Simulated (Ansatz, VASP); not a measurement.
**One calculation of BN, two programs**

```xyz
4
Lattice="2.5123 0.0000 0.0000 -1.2562 2.1757 0.0000 0.0000 0.0000 6.6833" Properties=species:S:1:pos:R:3 pbc="T T T"
B     0.0000    1.4505    1.6708
B     1.2562    0.7252    5.0125
N     0.0000    1.4505    5.0125
N     1.2562    0.7252    1.6708
```

Change from the starting cell: volume scaled by 1.01, PAW files.

Alike in both runs: task electric field gradients; functional PBEsol; k mesh 11 × 11 × 4; occupations fermi-dirac, width 0.02 eV; no spin polarisation.

```csv
,VASP,Ansatz
version,VASP 6.6.1,Ansatz 0.2.0
potentials or method,"VASP PAW PBE potentials, release 64 (B, N)","PAW with Ansatz's default frozen-core files, scalar-relativistic"
plane-wave cutoff (eV),520,420
valence electrons in the cell,16,16
```

Ansatz gave:

```
gap on the k mesh at the Fermi level (eV)                      : 4.23
pressure (GPa)                                                 : -1.9
largest component of the traceless stress (GPa)                : 2.69
Vzz of the field gradient on the site that differs most (V/Å²) : 27.8
```

Estimate VASP's values.

gap on the k mesh at the Fermi level (eV): 4.22; pressure (GPa): -1.7; largest component of the traceless stress (GPa): 2.26; Vzz of the field gradient on the site that differs most (V/Å²): 34.4.

Caveats: the PAW data sets were made with another functional, which shifts forces and pressure a little (VASP); an odd mesh through Γ misses points on the zone boundary, where band edges often lie; this functional lacks dispersion, which binds the layers, so the pressure and a relaxed spacing across them are unreliable.
